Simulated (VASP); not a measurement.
# Mg (a cell with a defect) in VASP: notebook, part 2 of 2

VASP 6.6.1.

### 4 Single point, PBEsol

Input file INCAR:

```
SYSTEM = Mg
ALGO = Normal
EDIFF = 1E-7
ENCUT = 520
GGA = PS
ISIF = 2
ISMEAR = -1
LASPH = .TRUE.
LCHARG = .FALSE.
LREAL = .FALSE.
LWAVE = .FALSE.
NBANDS = 25
NELM = 100
PREC = Accurate
SIGMA = 0.1
```

Input file KPOINTS:

```
k-points
0
G
  3 2 3
  0 0 0
```

Input file POSCAR:

```
Mg
1.0
    6.4200000000      0.0000000000      0.0000000000
   -4.8150000000      8.3398250000      0.0000000000
    0.0000000000      0.0000000000      5.2130400000
Mg
13
Direct
    0.0026842044     -0.0046596901     -0.0101677716
    0.1388229743      0.2050403935      0.5356544358
   -0.0155158544      0.3222519657      0.1185732317
    0.2091656047      0.5963589164      0.4839531252
   -0.0215957774      0.6402249448     -0.0164347482
    0.0528748532      0.8390769590      0.4961797723
    0.4700066379     -0.0312227175     -0.1390583997
    0.7919200828      0.3148525299      0.6526155564
    0.4557818021      0.3425576676     -0.0193455258
    0.6212037017      0.5287976666      0.4606751531
    0.5153338825      0.6715321964     -0.0403091095
    0.6544129165      0.8992174296      0.4141403097
    0.4655027841      0.1139835668      0.3162270000
```

Potentials or basis: VASP PAW PBE potentials, release 64 (Mg).

Command:

```bash
$ cat potpaw_PBE.64/Mg/POTCAR > POTCAR
$ mpirun -np 1 vasp_std > vasp.out
```

OUTCAR:

```text
SYSTEM = Mg
   EDIFF = 1E-7
   ENCUT = 520
   GGA = PS
   ISIF = 2
   ISMEAR = -1
   LASPH = .TRUE.
   LREAL = .FALSE.
   NELM = 100
   PREC = Accurate

 ion  position               nearest neighbor table
   1  0.003  0.995  0.990-  12 2.95   2 2.95   6 3.08  13 3.10  11 3.13   6 3.13   9 3.15   7 3.21
                             3 3.28   2 3.34   5 3.34   7 3.37  12 3.58
   2  0.139  0.205  0.536-   3 2.85  13 2.88   9 2.93   1 2.95   8 2.97  12 3.10  10 3.13   6 3.29
                             1 3.34   9 3.40   3 3.55   4 3.57
   3  0.984  0.322  0.119-   8 2.71   2 2.85   4 2.98   9 3.02   8 3.03  13 3.08   5 3.16   1 3.28
                            11 3.49   2 3.55   9 3.57   7 3.61
   4  0.209  0.596  0.484-   8 2.83  12 2.91   6 2.97   3 2.98  11 3.02  10 3.03   5 3.13   5 3.13
                            11 3.23  10 3.50   2 3.57
   5  0.978  0.640  0.984-   6 3.07   4 3.13   4 3.13  11 3.14   9 3.14   3 3.16   6 3.18  10 3.18
                             7 3.22   8 3.24  11 3.31   1 3.34  10 3.37
   6  0.053  0.839  0.496-  13 2.81  10 2.89  12 2.92   4 2.97   7 3.00   5 3.07   1 3.08   1 3.13
[... 516 lines left out ...]

  FORCE on cell =-STRESS in cart. coord.  units (eV):
  Direction    XX          YY          ZZ          XY          YZ          ZX
  --------------------------------------------------------------------------------------
  -------------------------------------------------------------------------------------
  Total        5.4725024      5.3196731      9.2016190      0.8897666      0.7434588      0.5172594
  in kB       31.4132968     30.5360251     52.8191986      5.1074446      4.2676075      2.9691760
  external PRESSURE =      38.2561735 kB  Pullay stress =       0.0000000 kB

 VOLUME and BASIS-vectors are now :
 -----------------------------------------------------------------------------
  energy-cutoff  :      520.00
  volume of cell :      279.11
      direct lattice vectors                 reciprocal lattice vectors
     6.420000000  0.000000000  0.000000000     0.155763240  0.089929945  0.000000000
    -4.815000000  8.339825000  0.000000000     0.000000000  0.119906593  0.000000000
     0.000000000  0.000000000  5.213040000     0.000000000  0.000000000  0.191826650

 POSITION                                       TOTAL-FORCE (eV/Angst)
 -----------------------------------------------------------------------------------
     -4.77533      8.30096      5.16003        -0.010188     -0.006678      0.004816
     -0.09603      1.71000      2.79239        -0.012851      0.010433      0.001109
      4.76874      2.68752      0.61813         0.005652     -0.005810     -0.011040
     -1.52863      4.97353      2.52287         0.000341      0.015001      0.004799
      3.19867      5.33936      5.12737        -0.000749      0.010748      0.007486
     -3.70070      6.99775      2.58661         0.010034     -0.002097     -0.001279
     -1.64722      8.07943      4.48812        -0.002753      0.000505      0.015223
      3.56811      2.62582      3.40211         0.011488     -0.008360      0.006124
      1.27670      2.85687      5.11219        -0.002117     -0.006725     -0.002192
      1.44197      4.41008      2.40152        -0.005414     -0.012325      0.001353
      0.07502      5.60046      5.00291        -0.002138     -0.003528      0.003990
     -0.12840      7.49932      2.15893         0.013540      0.003009     -0.015920
      2.43970      0.95060      1.64850        -0.004845      0.005826     -0.014469
 -----------------------------------------------------------------------------------
    total drift:                               -0.000008      0.000006     -0.000002

  FREE ENERGIE OF THE ION-ELECTRON SYSTEM (eV)
  ---------------------------------------------------
  free  energy   TOTEN  =       -20.2133062393 eV

  energy  without entropy=      -19.9505645372  energy(sigma->0) =      -20.08193539
```

OSZICAR:

```text
N       E                     dE             d eps       ncg     rms          rms(c)
DAV:   1     0.224802562839E+02    0.22480E+02   -0.79201E+03   500   0.764E+02
DAV:   2    -0.187383591249E+02   -0.41219E+02   -0.38687E+02   601   0.884E+01
DAV:   3    -0.203790630622E+02   -0.16407E+01   -0.15988E+01   638   0.143E+01
DAV:   4    -0.203986000115E+02   -0.19537E-01   -0.19507E-01   615   0.177E+00
DAV:   5    -0.203988312253E+02   -0.23121E-03   -0.23118E-03   640   0.218E-01    0.246E+00
DAV:   6    -0.202850608974E+02    0.11377E+00   -0.70386E-02   614   0.843E-01    0.155E+00
DAV:   7    -0.202199623440E+02    0.65099E-01   -0.36407E-02   640   0.715E-01    0.403E-01
DAV:   8    -0.202135985160E+02    0.63638E-02   -0.39580E-03   630   0.263E-01    0.625E-02
DAV:   9    -0.202133142911E+02    0.28422E-03   -0.43891E-04   632   0.716E-02    0.247E-02
DAV:  10    -0.202133036545E+02    0.10637E-04   -0.69864E-05   621   0.305E-02    0.750E-03
DAV:  11    -0.202133057238E+02   -0.20693E-05   -0.62759E-06   600   0.935E-03    0.143E-03
DAV:  12    -0.202133062139E+02   -0.49011E-06   -0.29075E-07   589   0.224E-03    0.397E-04
DAV:  13    -0.202133062393E+02   -0.25426E-07   -0.26497E-08   341   0.598E-04
   1 F= -.20213306E+02 E0= -.20081935E+02  d E =-.262742E+00
```

Run time: 72 s. Hardware: 1 thread of Intel Xeon Platinum 8488C (Sapphire Rapids), shared host; peak memory 0.36 GiB.

Results:

* Free energy: -20.2133 eV
* Pressure: 3.8 GPa
* Largest force: 0.021 eV/Å
* Band gap on the k mesh: none (metal or under the smearing width)

Forces in eV/Å, atoms in the order of the input:
```
Mg  -0.010 -0.007  0.005
Mg  -0.013  0.010  0.001
Mg   0.006 -0.006 -0.011
Mg   0.000  0.015  0.005
Mg  -0.001  0.011  0.007
Mg   0.010 -0.002 -0.001
Mg  -0.003  0.001  0.015
Mg   0.011 -0.008  0.006
Mg  -0.002 -0.007 -0.002
Mg  -0.005 -0.012  0.001
Mg  -0.002 -0.004  0.004
Mg   0.014  0.003 -0.016
Mg  -0.005  0.006 -0.014
```

Stress tensor (GPa, compression positive):
```
3.14 0.51 0.30
0.51 3.05 0.43
0.30 0.43 5.28
```

Caveat: the k mesh is coarse (spacing up to 0.40 Å⁻¹), so the values aren't converged; the PAW data sets were made with another functional, which shifts forces and pressure a little.

### 5 Single point, PBEsol

Input file INCAR:

```
SYSTEM = Mg
ALGO     = Normal         ! electronic algorithm
EDIFF    = 1E-7           ! SCF threshold, eV
ENCUT    = 520            ! plane-wave cutoff, eV
GGA      = PS             ! functional
ISIF     = 2              ! what is computed and relaxed
ISMEAR   = -1             ! smearing method
LASPH    = .True.         ! aspherical terms in the spheres
LCHARG   = .False.        ! write CHGCAR
LREAL    = .False.        ! projectors in reciprocal space
LWAVE    = .False.        ! write WAVECAR
NBANDS   = 25             ! bands
NELM     = 100            ! most SCF steps
PREC     = Accurate       ! precision mode
SIGMA    = 0.1            ! smearing width, eV
```

Input file KPOINTS:

```
k-points
0
Gamma
  3 2 3
  0 0 0
```

Input file POSCAR:

```
Mg
1.0
    6.4200000000      0.0000000000      0.0000000000
   -4.8150000000      8.3398250000      0.0000000000
    0.0000000000      0.0000000000      5.2130400000
Mg
13
Direct
   -0.1262759173     -0.0937349646      0.1524211229
    0.1962740497      0.2524072469      0.3624973520
    0.0124494205      0.3233358099     -0.0854213775
    0.1525281789      0.5509347482      0.4590727624
    0.0466835629      0.6938499308     -0.0400571329
    0.2118859179      0.8804717460      0.4794607061
    0.5292098585      0.0169859871      0.0351826594
    0.6650694459      0.2272525379      0.4899920742
    0.6134678610      0.3828469378     -0.0033750448
    0.6889189332      0.5812146138      0.4838901926
    0.4575678217      0.6248532195     -0.0169573910
    0.6826749233      0.8998348764      0.6179264688
    0.2009597437      0.1074182104      0.8176015078
```

Command:

```bash
$ cat potpaw_PBE.64/Mg/POTCAR > POTCAR
$ mpirun -np 1 vasp_std > vasp.out
```

Run time: 71 s. Hardware: 1 thread of Intel Xeon Platinum 8488C (Sapphire Rapids), shared host; peak memory 0.36 GiB.

The run converged. Its results:

| Item | Value |
| --- | --- |
| Free energy | -20.2134 eV |
| Pressure | 3.8 GPa |
| Largest force | 0.017 eV/Å |
| Band gap on the k mesh | none (metal or under the smearing width) |

Forces in eV/Å, atoms in the order of the input:
```
Mg  -0.008 -0.001  0.002
Mg  -0.005  0.006 -0.008
Mg   0.002 -0.016 -0.006
Mg   0.004  0.005  0.005
Mg   0.004 -0.003 -0.001
Mg   0.000 -0.004  0.002
Mg   0.007  0.005  0.005
Mg   0.003 -0.004  0.001
Mg  -0.001  0.003 -0.002
Mg  -0.005  0.002  0.000
Mg  -0.001  0.005  0.003
Mg  -0.009 -0.001  0.003
Mg   0.009  0.003 -0.004
```

Stress tensor (GPa, compression positive):
```
 3.15  0.52 -0.32
 0.52  3.03 -0.40
-0.32 -0.40  5.28
```

Levels at points of the mesh, in eV from the Fermi level:
| k point | band 9 | band 10 | band 11 | band 12 | band 13 | band 14 | band 15 | band 16 | band 17 | band 18 |
| --- | --- | --- | --- | --- | --- | --- | --- | --- | --- | --- |
| (0.00, 0.00, 0.00) | -1.63 | -0.46 | -0.29 | 0.08 | 0.13 | 0.34 | 0.35 | 1.21 | 1.39 | 1.70 |
| (0.00, 0.50, 0.00) | -1.38 | -1.33 | -1.21 | -0.91 | -0.49 | -0.20 | 1.55 | 1.66 | 1.79 | 1.84 |

Caveat: the k mesh is coarse (spacing up to 0.40 Å⁻¹), so the values aren't converged; the PAW data sets were made with another functional, which shifts forces and pressure a little.

### 6 Relaxation of the atoms, PBEsol

Input file INCAR:

```
ALGO     = Normal         # electronic algorithm
EDIFF    = 1E-6           # SCF threshold, eV
EDIFFG   = -0.03          # ionic threshold
ENCUT    = 520            # plane-wave cutoff, eV
GGA      = PS             # functional
IBRION   = 2              # ionic algorithm
ISIF     = 2              # what is computed and relaxed
ISMEAR   = -1             # smearing method
LASPH    = True           # aspherical terms in the spheres
LCHARG   = False          # write CHGCAR
LREAL    = False          # projectors in reciprocal space
LWAVE    = False          # write WAVECAR
NELM     = 100            # most SCF steps
NSW      = 80             # ionic steps
PREC     = Accurate       # precision mode
SIGMA    = 0.1            # smearing width, eV
```

Input file KPOINTS:

```
k-points
0
Gamma
  3 2 3
```

Input file POSCAR:

```
Mg
1.0
    6.4200000000      0.0000000000      0.0000000000
   -4.8150000000      8.3398250000      0.0000000000
    0.0000000000      0.0000000000      5.2130400000
Mg
13
Direct
    0.0000000000      0.0000000000      0.0000000000
    0.1666667000      0.2222222000      0.5000000000
    0.0000000000      0.3333333000      0.0000000000
    0.1666667000      0.5555556000      0.5000000000
    0.0000000000      0.6666667000      0.0000000000
    0.1666667000      0.8888889000      0.5000000000
    0.5000000000      0.0000000000      0.0000000000
    0.6666667000      0.2222222000      0.5000000000
    0.5000000000      0.3333333000      0.0000000000
    0.6666667000      0.5555556000      0.5000000000
    0.5000000000      0.6666667000      0.0000000000
    0.6666667000      0.8888889000      0.5000000000
    0.3314136000      0.1143375000      0.7522339000
```

Potentials or basis: VASP PAW PBE potentials, release 64 (Mg).

Command:

```bash
$ cat potpaw_PBE.64/Mg/POTCAR > POTCAR
$ mpirun -np 1 vasp_std > vasp.out
```

It took 24 min on 1 thread of Intel Xeon Platinum 8488C (Sapphire Rapids), shared host; peak memory 0.38 GiB.

The run converged. Its results:

* Free energy: -20.2149 eV
* Energy gained by relaxing: 299.2 meV/atom
* Ionic steps: 53
* Pressure after relaxing: 3.8 GPa
* Largest force after relaxing: 0.028 eV/Å
* Band gap on the k mesh: none (metal or under the smearing width)

Forces in eV/Å, atoms in the order of the input:
```
Mg  -0.005  0.005  0.006
Mg   0.024  0.007  0.013
Mg  -0.014 -0.005  0.001
Mg  -0.007 -0.003 -0.001
Mg   0.003 -0.002 -0.002
Mg   0.007  0.006 -0.005
Mg  -0.005  0.001  0.002
Mg   0.017  0.008  0.006
Mg   0.005 -0.005 -0.003
Mg   0.001  0.011 -0.003
Mg  -0.005 -0.018 -0.004
Mg  -0.001 -0.016 -0.001
Mg  -0.021  0.009 -0.009
```

Stress tensor (GPa, compression positive):
```
 3.06  0.47 -0.34
 0.47  3.01 -0.60
-0.34 -0.60  5.36
```

Step by step:
```csv
step,energy change (eV),largest force (eV/Å),pressure (GPa)
1,0.0000,3.4057,7.25
3,-2.8843,0.9466,4.93
5,-3.0820,0.5716,4.60
7,-3.3023,0.2945,4.38
9,-3.4053,0.1719,4.32
11,-3.4447,0.1231,4.28
13,-3.4712,0.1032,4.22
15,-3.4894,0.1020,4.20
17,-3.5038,0.1010,4.20
19,-3.5144,0.0898,4.20
21,-3.5225,0.1181,4.19
23,-3.5317,0.2359,4.18
25,-3.5698,0.2889,4.16
27,-3.5790,0.2798,4.17
29,-3.5896,0.2937,4.18
31,-3.6184,0.3481,4.17
33,-3.7025,0.2877,4.05
35,-3.7570,0.2311,3.98
37,-3.7917,0.2507,3.93
39,-3.8301,0.1611,3.90
41,-3.8459,0.1203,3.88
43,-3.8642,0.0831,3.85
45,-3.8769,0.0663,3.83
47,-3.8830,0.0465,3.81
49,-3.8867,0.0448,3.81
51,-3.8887,0.0403,3.81
53,-3.8898,0.0278,3.81
```

Final structure:
```cif
data_structure
_symmetry_space_group_name_H-M 'P 1'
_symmetry_Int_Tables_number 1
_cell_length_a 6.4200
_cell_length_b 9.6300
_cell_length_c 5.2130
_cell_angle_alpha 90.000
_cell_angle_beta 90.000
_cell_angle_gamma 120.000
_cell_volume 279.11
loop_
_atom_site_label
_atom_site_type_symbol
_atom_site_fract_x
_atom_site_fract_y
_atom_site_fract_z
_atom_site_occupancy
Mg1 Mg 0.88064 0.91674 0.15918 1
Mg2 Mg 0.20503 0.26023 0.35928 1
Mg3 Mg 0.01280 0.32118 0.91365 1
Mg4 Mg 0.15160 0.55026 0.46773 1
Mg5 Mg 0.04194 0.69507 0.96297 1
Mg6 Mg 0.21299 0.87627 0.47692 1
Mg7 Mg 0.52462 0.01652 0.03012 1
Mg8 Mg 0.66681 0.22435 0.48502 1
Mg9 Mg 0.61137 0.38132 0.98855 1
Mg10 Mg 0.68920 0.58064 0.48505 1
Mg11 Mg 0.45928 0.62765 0.99671 1
Mg12 Mg 0.67701 0.89315 0.62243 1
Mg13 Mg 0.19813 0.10429 0.80462 1
```

Levels at points of the mesh, in eV from the Fermi level:
| k point | band 9 | band 10 | band 11 | band 12 | band 13 | band 14 | band 15 | band 16 | band 17 | band 18 |
| --- | --- | --- | --- | --- | --- | --- | --- | --- | --- | --- |
| (0.00, 0.00, 0.00) | -1.63 | -0.47 | -0.27 | 0.10 | 0.14 | 0.33 | 0.34 | 1.22 | 1.39 | 1.69 |
| (0.00, 0.50, 0.00) | -1.39 | -1.32 | -1.21 | -0.90 | -0.48 | -0.22 | 1.55 | 1.68 | 1.77 | 1.84 |

Caveat: the k mesh is coarse (spacing up to 0.40 Å⁻¹), so the values aren't converged; the PAW data sets were made with another functional, which shifts forces and pressure a little.

### 7 The runs side by side

| task | cell | gap on the mesh (eV) | pressure (GPa) | largest force (eV/Å) |
| --- | --- | --- | --- | --- |
| single point | P2, 21.47 Å³/atom | none | 3.9 | - |
| single point | P1, 21.47 Å³/atom | none | 3.8 | 0.02 |
| relaxation of the atoms | atoms relaxed | none | 3.8 | 0.03 |

Alike in all rows: level PBEsol; potentials or basis VASP PAW PBE potentials, release 64 (Mg); no spin polarisation; k mesh 3 × 2 × 3; cutoff (eV) 520; smearing fermi-dirac 0.1 eV; the mesh is coarse, so values aren't converged.

Caveats: all runs use coarse meshes; the PAW data sets were made with another functional, which shifts forces and pressure a little.

Absolute energies hang on the potentials; compare differences alone.
